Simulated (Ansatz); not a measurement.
Level of theory: Ansatz, DFT PBE, scalar-relativistic, plane waves, PAW. Settings: cutoff 420 eV, Γ-centred meshes spaced at most about 0.3 Å⁻¹, and about 0.25 Å⁻¹ or finer for metals (2π included), Gaussian smearing. No spin polarisation.

All energies are static (0 K, no zero-point motion).

Compare these two cells of Ga2S, each relaxed at this level.

A.

```cif
data_structure
_symmetry_space_group_name_H-M 'P-3m1'
_symmetry_Int_Tables_number 164
_cell_length_a 3.7473
_cell_length_b 3.7473
_cell_length_c 4.9551
_cell_angle_alpha 90.000
_cell_angle_beta 90.000
_cell_angle_gamma 120.000
_cell_volume 60.26
loop_
_atom_site_label
_atom_site_type_symbol
_atom_site_symmetry_multiplicity
_atom_site_Wyckoff_symbol
_atom_site_fract_x
_atom_site_fract_y
_atom_site_fract_z
_atom_site_occupancy
Ga1 Ga 2 d 0.66667 0.33333 0.68736 1
S1 S 1 a 0.00000 0.00000 0.00000 1
```

B.

```cif
data_structure
_symmetry_space_group_name_H-M 'Cmme'
_symmetry_Int_Tables_number 67
_cell_length_a 6.8545
_cell_length_b 8.5592
_cell_length_c 4.8769
_cell_angle_alpha 90.000
_cell_angle_beta 90.000
_cell_angle_gamma 90.000
_cell_volume 286.12
loop_
_atom_site_label
_atom_site_type_symbol
_atom_site_symmetry_multiplicity
_atom_site_Wyckoff_symbol
_atom_site_fract_x
_atom_site_fract_y
_atom_site_fract_z
_atom_site_occupancy
Ga1 Ga 8 m 0.50000 0.89672 0.68584 1
S1 S 4 a 0.25000 0.00000 0.00000 1
```

Problem. Which form is favoured at zero pressure, and by what margin per atom?

Solution. B is lower, by 75 meV/atom. A has the anti-cadmium iodide type, space group P-3m1 (No. 164), 20.1 Å³/atom and no gap on its mesh; B has space group Cmme (No. 67), 23.8 Å³/atom and no gap. Counting S atoms around Ga (those within 1.25 times the shortest such distance or 1.15 times the sum of covalent radii, 1.27 where that leaves under three), A has Ga 3 and B has Ga 2. The lower one is the more open, so pressure narrows the difference. Both come from invented guesses.

Cells relaxed within their symmetry can be saddle points.
